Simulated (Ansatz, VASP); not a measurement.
Two plane-wave programs on EuS

```
Eu S
1.0
     0.00000    2.97850    2.97850
     2.97850    0.00000    2.97850
     2.97850    2.97850    0.00000
Eu S
1 1
Direct
  0.50000 0.50000 0.50000
  0.00000 0.00000 0.00000
```

Alike in both runs: task single point; functional r2SCAN; k mesh 6 × 6 × 6; occupations gaussian, width 0.05 eV; no spin polarisation; Hubbard terms Eu f U = 3.0 eV.

|  | VASP | Ansatz |
| --- | --- | --- |
| version | VASP 6.6.1 | Ansatz 0.2.0 |
| potentials or method | VASP PAW PBE potentials, release 64 (Eu, S) | scalar-relativistic, plane waves, PAW |
| plane-wave cutoff (eV) | 520 | 500 |
| valence electrons in the cell | 23 | 23 |

VASP gave:

| Property | Result |
| --- | --- |
| gap on the k mesh at the Fermi level (eV) | none |
| pressure (GPa) | -10.0 |

Task: What did Ansatz give for the same quantities?

Result: gap on the k mesh at the Fermi level (eV): none; pressure (GPa): -9.7.

The programs project onto different local orbitals, so the same U acts differently. A gap of «none» marks a metal or a gap that the smearing closes. Ansatz warned: «filled_band_counts_differ_across_k_points».

Caveats: the PAW data sets were made with another functional, which shifts forces and pressure a little (VASP); the run has no spin polarisation, though such a crystal can be magnetic; U without spin polarisation on a metal has little footing. Spin polarisation is off, so any magnetic state and its effect on volume and gap are missing. The runs have no spin-orbit coupling, so splittings on Eu are missing.
